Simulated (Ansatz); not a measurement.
# Comparing deformations in SrTiO₃

Theory: Ansatz 0.2.0, DFT PBE, scalar-relativistic, plane waves, PAW. The runs took a 420 eV cutoff, a Γ-centred 8×8×8 mesh and Gaussian smearing (0.05 eV). No spin polarisation. Energies are free energies at this smearing, counted from the undisturbed cell; pressure is positive in compression.

The undisturbed cell (relaxed at this level; it needn't be the usual structure):

```yaml
crystal:
  lattice:
    - [3.93640, 0.00000, 0.00000]
    - [0.00000, 3.93640, 0.00000]
    - [0.00000, 0.00000, 3.93640]
  atoms:
    - { symbol: Sr, position: [0.00000, 0.00000, 0.00000] }
    - { symbol: Ti, position: [0.50000, 0.50000, 0.50000] }
    - { symbol: O, position: [0.00000, 0.50000, 0.50000] }
    - { symbol: O, position: [0.50000, 0.00000, 0.50000] }
    - { symbol: O, position: [0.50000, 0.50000, 0.00000] }
```

The cell is strained by ε times a Voigt pattern (xx, yy, zz, yz, xz, xy; engineering shear) with fractional coordinates fixed. τ = (1/V0) dE/dε comes from the stress tensor. Of each scan, only the three points used here are listed.

| pattern | ε | τ (GPa) |
| --- | --- | --- |
| (0, 0, 0, 1, 0, 0) | -0.0050 | -0.55 |
| (0, 0, 0, 1, 0, 0) | 0.0000 | 0.00 |
| (0, 0, 0, 1, 0, 0) | 0.0050 | 0.55 |
| (1, -1, 0, 0, 0, 0) | -0.0125 | -5.40 |
| (1, -1, 0, 0, 0, 0) | 0.0000 | 0.00 |
| (1, -1, 0, 0, 0, 0) | 0.0125 | 5.40 |
| (1, 1, 0, 0, 0, 0) | -0.0150 | -13.39 |
| (1, 1, 0, 0, 0, 0) | 0.0000 | -0.02 |
| (1, 1, 0, 0, 0, 0) | 0.0150 | 11.46 |
| (0, 0, 1, 0, 0, 0) | -0.0150 | -5.11 |
| (0, 0, 1, 0, 0, 0) | 0.0000 | -0.01 |
| (0, 0, 1, 0, 0, 0) | 0.0150 | 4.34 |

Question: Which constants do the scans give, and which deformation costs least for the same size of strain tensor?

Answer: The slope dτ/dε at zero (parabola through three points) is pᵀCp: (0, 0, 0, 1, 0, 0) gives C44 = 110 GPa; (1, -1, 0, 0, 0, 0) gives 2(C11 − C12) = 432 GPa; (1, 1, 0, 0, 0, 0) gives 2(C11 + C12) = 828 GPa; (0, 0, 1, 0, 0, 0) gives C11 = 315 GPa. The size of the strain tensor, ε:ε, is ε² times 0.5, 2.0, 2.0, 1.0. Per unit of it the stiffnesses are 220, 216, 414, 315 GPa, so (1, -1, 0, 0, 0, 0) is the softest of these, level with (0, 0, 0, 1, 0, 0): at ε:ε = (1 %)² the quadratic term costs 0.82 meV/atom against 1.58 for the stiffest.

Question: What else follows for this cubic crystal?

Answer: From the unrounded slopes C11 = 315.0 and C12 = 99.0 GPa, so B = (C11 + 2 C12)/3 = 171 GPa and the Poisson ratio for a pull along a cube edge is C12/(C11 + C12) = 0.24. Symmetry also asks 2(C11 − C12) = 432 GPa, against 432 from its own scan.

Question: How anisotropic is this cubic crystal?

Answer: Zener's ratio 2 C44/(C11 − C12) = 1.02; it is 1 for an isotropic solid.

Symmetry holds off the tilts and polar distortions that many cubic perovskites undergo.